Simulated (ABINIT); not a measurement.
Crystal: Mg.

```
CELL_PARAMETERS angstrom
3.17683 0.00000 0.00000
-1.58841 2.75121 0.00000
0.00000 0.00000 10.31886
ATOMIC_POSITIONS crystal
Mg 0.66667 0.33333 0.75000
Mg 0.00000 0.00000 0.50000
Mg 0.33333 0.66667 0.25000
Mg 0.00000 0.00000 0.00000
```

Base run:

| Property | Result |
| --- | --- |
| Program | ABINIT 10.8.3 (patched build) |
| Functional | BLYP |
| Potentials or basis | JTH PAW PBE v2.0 |
| Cutoff | 517 eV |
| k mesh | 10 × 10 × 3 |
| Occupations | fermi-dirac, width 0.05 eV |
| Spin | no spin polarisation |

Its results: band gap on the k mesh none (metal or under the smearing width); pressure 1.3 GPa.

The run is repeated on the same cell with these changes: functional from BLYP to HCTH407. What comes out?

Band gap on the k mesh none (metal or under the smearing width); pressure -0.5 GPa.

Caveats: the PAW data sets were made with another functional, which shifts forces and pressure a little.

Not every run made on this cell is shown here.
